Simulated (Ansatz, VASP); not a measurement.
**Cd: VASP beside Ansatz**

```xyz
3
Lattice="4.5510 0.0000 0.0000 -2.2755 3.9412 0.0000 0.0000 0.0000 3.7933" Properties=species:S:1:pos:R:3 pbc="T T T"
Cd    1.5173    0.0000    1.2644
Cd   -0.7587    1.3140    2.5289
Cd    1.5168    2.6272    0.0000
```

Alike in both runs: functional PBEsol; k mesh 6 × 6 × 4; occupations gaussian, width 0.1 eV; no spin polarisation.

Ansatz relaxed the structure, and its values are those at the end. VASP's run is a single point on that final structure, the one shown.

```csv
,VASP,Ansatz
version,VASP 6.6.1,Ansatz 0.2.0
potentials or method,"VASP PAW PBE potentials, release 64 (Cd)","scalar-relativistic, plane waves, PAW"
plane-wave cutoff (eV),520,420
valence electrons in the cell,36,60
```

|  | VASP | Ansatz | Ansatz less VASP |
| --- | --- | --- | --- |
| gap on the k mesh at the Fermi level (eV) | none | none | - |
| pressure (GPa) | 0.3 | 0.0 | -0.34 |

A gap of «none» marks a metal or a gap that the smearing closes. The two sets of potentials don't hold the same shells in valence.

Caveats: the k mesh is coarse (spacing up to 0.41 Å⁻¹), so the values aren't converged; the PAW data sets were made with another functional, which shifts forces and pressure a little (VASP).
